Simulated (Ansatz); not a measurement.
# Platinum, fcc under PBE: from relaxation to bulk modulus, part 2 of 2

What does PBE give for platinum in the fcc structure? We relax it, solve it on a dense k-mesh, switch on spin-orbit coupling, then scale the cell to 7 volumes from 88 to 112 % of the relaxed one and try a fit of the equation of state. The k-meshes are 14×14×14 for the relaxation; 22×22×22 for the dense run; 14×14×14 for spin-orbit coupling; 22×22×22 for the volumes. The starting cell is the deposited one, from the Crystallography Open Database.

Ansatz 0.2.0; DFT, PBE, plane waves (420 eV) with PAW, scalar-relativistic. The steps go on from the part before.

## Step 6: The cell scaled to 92 % of its volume

Input file input.yaml:

```yaml
crystal:
  lattice:
    - [0.0, 1.9313461538, 1.9313461538]
    - [1.9313461538, 0.0, 1.9313461538]
    - [1.9313461538, 1.9313461538, 0.0]
  atoms:
    - { symbol: Pt, position: [0.0, 0.0, 0.0] }
hamiltonian:
  xc: pbe
  pseudopotentials:
    kind: paw
    azcp:
      Pt: "pseudopotentials/Pt.paw.azcp"
basis:
  ecutwfc: 420
  fft_grid_basis: typed
kpoints:
  mp_grid: { grid: [22, 22, 22], shift: [0, 0, 0] }
magnetization:
  spin_polarized: false
scf:
  occupations: { method: fermi_dirac, width: 0.1 }
output:
  stress: true
```

Log, shortened:

```text
[...]
Pseudopotentials: kind: paw
Pseudopotential: Pt, paw, valence charge 18, recommended cutoff 420 eV (normal), <dir>
Functional definition: PBE
[...]
Crystal: 1 atoms, lattice volume = 14.408 Å³
Basis set: ecut = 420 eV, 283 PW (Γ)
Bands: 13, of which v1, the nominal top of the filled ones, is band 9 counted from 1 (8 counted from 0)
Symmetry: 48 space group operations
Space group: Fm-3m (ITA 225), of the structure as read, at distance tolerance 2.4e-5 Å
k-points: 328 of 10648
[...]
SCF iter   1: F=—  HF=-12522.952554 eV  |F-HF|=—  |Δ(HF+E_count)|=         —  Δρ=2.80e-3  dr2=1.53e-4  ethr=1.77e-3  ⟨swp⟩=5.0  Hψ=23455  notcnv=0
[...]
SCF iter   6: F=-12522.953019 eV  HF=-12522.953019 eV  |F-HF|=1.80e-10  |Δ(HF+E_count)|=   3.13e-8  Δρ=1.91e-6  dr2=3.44e-10  ethr=5.56e-10  ⟨swp⟩=4.0  Hψ=13143  notcnv=0
[...]
SCF converged after 6 iterations
Free energy (F): -12522.953019 eV
[...]
E sigma→0 (E₀):  -12522.927949 eV
Entropy (-TS):   -0.050140 eV (-50.140 meV/atom)
Fermi energy:    24.866750 eV
[...]
--- Stress (GPa, compression-positive) ---
       25.874000      -0.000000       0.000000
       -0.000000      25.874000       0.000000
       -0.000000       0.000000      25.874000
  P = ⅓ Tr σ = 25.8740 GPa (258.740 kbar)
```

It took 4.4 s on 1 thread of an x86-64 CPU, shared host; peak memory 0.54 GiB.

## Step 7: The cell scaled to 96 % of its volume

input.yaml: that of step 6 with these lines changed.

```diff
@@ -2,5 +2,5 @@
   lattice:
-    - [0.0, 1.9313461538, 1.9313461538]
-    - [1.9313461538, 0.0, 1.9313461538]
-    - [1.9313461538, 1.9313461538, 0.0]
+    - [0.0, 1.9589405413, 1.9589405413]
+    - [1.9589405413, 0.0, 1.9589405413]
+    - [1.9589405413, 1.9589405413, 0.0]
   atoms:
```

Log, shortened:

```text
[...]
[... 3 set-up lines as earlier in the session ...]
[...]
Crystal: 1 atoms, lattice volume = 15.035 Å³
Basis set: ecut = 420 eV, 283 PW (Γ)
Bands: 13, of which v1, the nominal top of the filled ones, is band 9 counted from 1 (8 counted from 0)
[... 2 set-up lines as earlier in the session ...]
k-points: 328 of 10648
[...]
SCF iter   1: F=—  HF=-12523.023981 eV  |F-HF|=—  |Δ(HF+E_count)|=         —  Δρ=2.90e-3  dr2=1.71e-4  ethr=1.77e-3  ⟨swp⟩=5.0  Hψ=23499  notcnv=0
[...]
SCF iter   6: F=-12523.024555 eV  HF=-12523.024555 eV  |F-HF|=3.22e-10  |Δ(HF+E_count)|=   2.27e-8  Δρ=2.22e-6  dr2=5.96e-10  ethr=3.58e-10  ⟨swp⟩=2.3  Hψ=14334  notcnv=0
[...]
SCF converged after 6 iterations
Free energy (F): -12523.024555 eV
[...]
E sigma→0 (E₀):  -12522.997962 eV
Entropy (-TS):   -0.053186 eV (-53.186 meV/atom)
Fermi energy:    23.509059 eV
[...]
--- Stress (GPa, compression-positive) ---
       11.333520      -0.000000      -0.000000
       -0.000000      11.333520       0.000000
       -0.000000      -0.000000      11.333520
  P = ⅓ Tr σ = 11.3335 GPa (113.335 kbar)
```

It took 3.5 s on 1 thread of an x86-64 CPU, shared host; peak memory 0.54 GiB.

## Step 8: The cell scaled to 100 % of its volume

input.yaml: that of step 7 with these lines changed.

```diff
@@ -2,5 +2,5 @@
   lattice:
-    - [0.0, 1.9589405413, 1.9589405413]
-    - [1.9589405413, 0.0, 1.9589405413]
-    - [1.9589405413, 1.9589405413, 0.0]
+    - [0.0, 1.9857786782, 1.9857786782]
+    - [1.9857786782, 0.0, 1.9857786782]
+    - [1.9857786782, 1.9857786782, 0.0]
   atoms:
```

Log, shortened:

```text
[...]
[... 3 set-up lines as earlier in the session ...]
[...]
Crystal: 1 atoms, lattice volume = 15.661 Å³
Basis set: ecut = 420 eV, 331 PW (Γ)
Bands: 13, of which v1, the nominal top of the filled ones, is band 9 counted from 1 (8 counted from 0)
[... 2 set-up lines as earlier in the session ...]
k-points: 328 of 10648
[...]
SCF iter   1: F=—  HF=-12523.045340 eV  |F-HF|=—  |Δ(HF+E_count)|=         —  Δρ=3.03e-3  dr2=2.10e-4  ethr=1.77e-3  ⟨swp⟩=5.0  Hψ=23223  notcnv=0
[...]
SCF iter   6: F=-12523.045923 eV  HF=-12523.045923 eV  |F-HF|=1.19e-9  |Δ(HF+E_count)|=   6.56e-9  Δρ=4.15e-6  dr2=2.16e-9  ethr=1.47e-10  ⟨swp⟩=2.0  Hψ=14156  notcnv=0
[...]
SCF converged after 6 iterations
Free energy (F): -12523.045923 eV
[...]
E sigma→0 (E₀):  -12523.017838 eV
Entropy (-TS):   -0.056168 eV (-56.168 meV/atom)
Fermi energy:    22.261893 eV
[...]
--- Stress (GPa, compression-positive) ---
        0.079026       0.000000       0.000000
       -0.000000       0.079026       0.000000
       -0.000000       0.000000       0.079026
  P = ⅓ Tr σ = 0.0790 GPa (0.790 kbar)
```

Run time: 4.9 s. Hardware: 1 thread of an x86-64 CPU, shared host; peak memory 0.54 GiB.

## Step 9: The cell scaled to 104 % of its volume

input.yaml: that of step 8 with these lines changed.

```diff
@@ -2,5 +2,5 @@
   lattice:
-    - [0.0, 1.9857786782, 1.9857786782]
-    - [1.9857786782, 0.0, 1.9857786782]
-    - [1.9857786782, 1.9857786782, 0.0]
+    - [0.0, 2.0119103417, 2.0119103417]
+    - [2.0119103417, 0.0, 2.0119103417]
+    - [2.0119103417, 2.0119103417, 0.0]
   atoms:
```

Log, shortened:

```text
[...]
[... 3 set-up lines as earlier in the session ...]
[...]
Crystal: 1 atoms, lattice volume = 16.288 Å³
Basis set: ecut = 420 eV, 331 PW (Γ)
Bands: 13, of which v1, the nominal top of the filled ones, is band 9 counted from 1 (8 counted from 0)
[... 2 set-up lines as earlier in the session ...]
k-points: 328 of 10648
[...]
SCF iter   1: F=—  HF=-12523.027899 eV  |F-HF|=—  |Δ(HF+E_count)|=         —  Δρ=3.22e-3  dr2=2.84e-4  ethr=1.77e-3  ⟨swp⟩=5.0  Hψ=23032  notcnv=0
[...]
SCF iter   6: F=-12523.028514 eV  HF=-12523.028514 eV  |F-HF|=6.08e-9  |Δ(HF+E_count)|=   5.04e-9  Δρ=7.79e-6  dr2=8.95e-9  ethr=1.89e-10  ⟨swp⟩=2.0  Hψ=12492  notcnv=0
[...]
SCF converged after 6 iterations
Free energy (F): -12523.028514 eV
[...]
E sigma→0 (E₀):  -12522.998968 eV
Entropy (-TS):   -0.059092 eV (-59.092 meV/atom)
Fermi energy:    21.112630 eV
[...]
--- Stress (GPa, compression-positive) ---
       -8.606987      -0.000000       0.000000
        0.000000      -8.606987      -0.000000
       -0.000000       0.000000      -8.606987
  P = ⅓ Tr σ = -8.6070 GPa (-86.070 kbar)
```

Wall time 6 s (1 thread of an x86-64 CPU, shared host); peak memory 0.59 GiB.

## Step 10: The cell scaled to 108 % of its volume

input.yaml: that of step 9 with these lines changed.

```diff
@@ -2,5 +2,5 @@
   lattice:
-    - [0.0, 2.0119103417, 2.0119103417]
-    - [2.0119103417, 0.0, 2.0119103417]
-    - [2.0119103417, 2.0119103417, 0.0]
+    - [0.0, 2.0373802651, 2.0373802651]
+    - [2.0373802651, 0.0, 2.0373802651]
+    - [2.0373802651, 2.0373802651, 0.0]
   atoms:
```

Log, shortened:

```text
[...]
[... 3 set-up lines as earlier in the session ...]
[...]
Crystal: 1 atoms, lattice volume = 16.914 Å³
Basis set: ecut = 420 eV, 331 PW (Γ)
Bands: 13, of which v1, the nominal top of the filled ones, is band 9 counted from 1 (8 counted from 0)
[... 1 set-up line as earlier in the session ...]
Space group: Fm-3m (ITA 225), of the structure as read, at distance tolerance 2.6e-5 Å
k-points: 328 of 10648
[...]
SCF iter   1: F=—  HF=-12522.980692 eV  |F-HF|=—  |Δ(HF+E_count)|=         —  Δρ=3.42e-3  dr2=3.75e-4  ethr=1.77e-3  ⟨swp⟩=5.0  Hψ=22729  notcnv=0
[...]
SCF iter   6: F=-12522.981254 eV  HF=-12522.981254 eV  |F-HF|=7.29e-10  |Δ(HF+E_count)|=   6.82e-9  Δρ=4.03e-6  dr2=9.03e-10  ethr=1.12e-10  ⟨swp⟩=2.0  Hψ=13233  notcnv=0
[...]
SCF converged after 6 iterations
Free energy (F): -12522.981254 eV
[...]
E sigma→0 (E₀):  -12522.950272 eV
Entropy (-TS):   -0.061963 eV (-61.963 meV/atom)
Fermi energy:    20.051049 eV
[...]
--- Stress (GPa, compression-positive) ---
      -15.269968      -0.000000       0.000000
       -0.000000     -15.269968       0.000000
        0.000000      -0.000000     -15.269968
  P = ⅓ Tr σ = -15.2700 GPa (-152.700 kbar)
```

Run time: 6.1 s. Hardware: 1 thread of an x86-64 CPU, shared host; peak memory 0.55 GiB.

## Step 11: The cell scaled to 112 % of its volume

input.yaml: that of step 10 with these lines changed.

```diff
@@ -2,5 +2,5 @@
   lattice:
-    - [0.0, 2.0373802651, 2.0373802651]
-    - [2.0373802651, 0.0, 2.0373802651]
-    - [2.0373802651, 2.0373802651, 0.0]
+    - [0.0, 2.0622288148, 2.0622288148]
+    - [2.0622288148, 0.0, 2.0622288148]
+    - [2.0622288148, 2.0622288148, 0.0]
   atoms:
```

Log, shortened:

```text
[...]
[... 3 set-up lines as earlier in the session ...]
[...]
Crystal: 1 atoms, lattice volume = 17.540 Å³
Basis set: ecut = 420 eV, 331 PW (Γ)
Bands: 13, of which v1, the nominal top of the filled ones, is band 9 counted from 1 (8 counted from 0)
[... 2 set-up lines as earlier in the session ...]
k-points: 328 of 10648
[...]
SCF iter   1: F=—  HF=-12522.910721 eV  |F-HF|=—  |Δ(HF+E_count)|=         —  Δρ=3.57e-3  dr2=4.75e-4  ethr=1.77e-3  ⟨swp⟩=5.0  Hψ=22403  notcnv=0
[...]
SCF iter   6: F=-12522.911182 eV  HF=-12522.911182 eV  |F-HF|=3.80e-10  |Δ(HF+E_count)|=   9.82e-9  Δρ=2.96e-6  dr2=5.57e-10  ethr=1.82e-10  ⟨swp⟩=2.0  Hψ=13955  notcnv=0
[...]
SCF converged after 6 iterations
Free energy (F): -12522.911182 eV
[...]
E sigma→0 (E₀):  -12522.878800 eV
Entropy (-TS):   -0.064764 eV (-64.764 meV/atom)
Fermi energy:    19.067621 eV
[...]
--- Stress (GPa, compression-positive) ---
      -20.338017       0.000000      -0.000000
        0.000000     -20.338017       0.000000
        0.000000       0.000000     -20.338017
  P = ⅓ Tr σ = -20.3380 GPa (-203.380 kbar)
```

Wall time 3.9 s (1 thread of an x86-64 CPU, shared host); peak memory 0.55 GiB.

## Step 12: Energy and pressure against volume

The cell was scaled evenly, with its shape and the fractional positions fixed.

```csv
V (Å³/atom),E − E₀ (meV/atom),P from the stress (GPa),P from the fit (GPa)
13.782,224.6,44.63,44.31
14.408,89.9,25.87,25.47
15.035,19.9,11.33,10.93
15.661,0.0,0.08,-0.29
16.288,18.8,-8.61,-8.96
16.914,67.5,-15.27,-15.63
17.540,139.0,-20.34,-20.74
```

Fit (Birch-Murnaghan, third order): V₀ = 15.642 Å³/atom, B₀ = 248 GPa, B₀′ = 5.5, largest residual 0.05 meV/atom.

The fit is made to E(σ → 0), while the stress belongs to the free energy F; that is one source of the offset between the two pressures.

## Step 13: Outcome

The summary covers parts 1 to 2.

```
                      quantity                         value
space group (spins left aside)               Fm-3m (No. 225)
             conventional cell                   a = 3.972 Å
                        volume                15.661 Å³/atom
             shortest distance                       2.808 Å
   against the measured volume       +3.8 % (15.095 Å³/atom)
               gap on the mesh  none (levels filled in part)
                   V₀, B₀, B₀′  15.642 Å³/atom, 248 GPa, 5.5
```

The volume comes out 3.8 % larger than measured. The deposited cell holds zero-point motion and, unless taken cold, thermal expansion, so the miss against a static lattice is larger still. Levels at the Fermi energy are filled in part, as in a metal. The total energy of the spin-orbit run lies -34.6 eV/atom from the scalar one, but the two kinds of run don't share a zero of energy: only differences within one kind count. B₀ comes out at 248 GPa.
